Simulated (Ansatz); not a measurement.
# Sb: an axial (c/a) deformation path

An exercise on one series of results from a longer session: the logs are not shown, and one member is left open.

Method: DFT PBE+D3(BJ), scalar-relativistic, plane waves, PAW, in Ansatz 0.2.0.

## The starting structure

The structure is trigonal, space group R-3m (No. 166). Conventional cell: a = 4.301 Å, b = 4.301 Å, c = 11.232 Å, α = 90.00°, β = 90.00°, γ = 120.00°. Around Sb (site symmetry 3m) lie 3 Sb at 2.90 Å.

Structure file:

```xyz
2
Lattice="2.1506 1.2416 3.7440 -2.1506 1.2416 3.7440 0.0000 -2.4833 3.7440" Properties=species:S:1:pos:R:3 pbc="T T T"
Sb    0.0000    0.0000    2.6242
Sb    0.0000    0.0000    8.6078
```

The structure comes from the Crystallography Open Database.

The first run:

The input, input.yaml:

```yaml
crystal:
  lattice:
    - [2.150600332, 1.2416496806, 3.744]
    - [-2.150600332, 1.2416496806, 3.744]
    - [0.0, -2.4832993611, 3.744]
  atoms:
    - { symbol: Sb, position: [0.23364, 0.23364, 0.23364] }
    - { symbol: Sb, position: [0.76636, 0.76636, 0.76636] }
basis:
  ecutwfc: 420
kpoints:
  mp_grid: { grid: [6, 6, 6] }
hamiltonian:
  xc: pbe
  dispersion: d3bj
scf:
  occupations: { method: gaussian, width: 0.1 }
output:
  forces: true
  stress: true
  eigenvalues: true
```

Command:

```bash
$ ansatz run input.yaml --threads 1 --pin off --max-ram 1228MiB --backend cpu --events-out ev --progress --plain --runs-dir out
```

Steps of the session up to this table: A first look at the start; At ρ = 0.850; ρ = 1.200; ρ = 0.920; Point ρ = 1.100.

One of the session's tables, all rows but one given; the rest of the session is left out.

It belongs to the step «The scan collected». 

| ρ | ΔE (meV/atom) | pressure (GPa) |
| --- | --- | --- |
| 0.850 | 50.3 | -1.0 |
| 0.920 | ? | ? |
| 1.000 | 0.0 | 0.5 |
| 1.100 | 21.8 | 0.9 |
| 1.200 | 58.9 | 0.9 |

Estimate the missing values for ρ = 0.920.

Worked estimate for «ΔE (meV/atom)». A straight line through the neighbours (0.850, 50.3) and (1.000, 0.0) gives 50.3 + (0.0 − 50.3) × (0.920 − 0.850) / (1.000 − 0.850) = 26.8; a parabola fitted to 3 rows on both sides gives 14.4.

As computed: ΔE (meV/atom): 12.0; pressure (GPa): -0.2. In «ΔE (meV/atom)» the line misses by +14.8 and the parabola by +2.4.
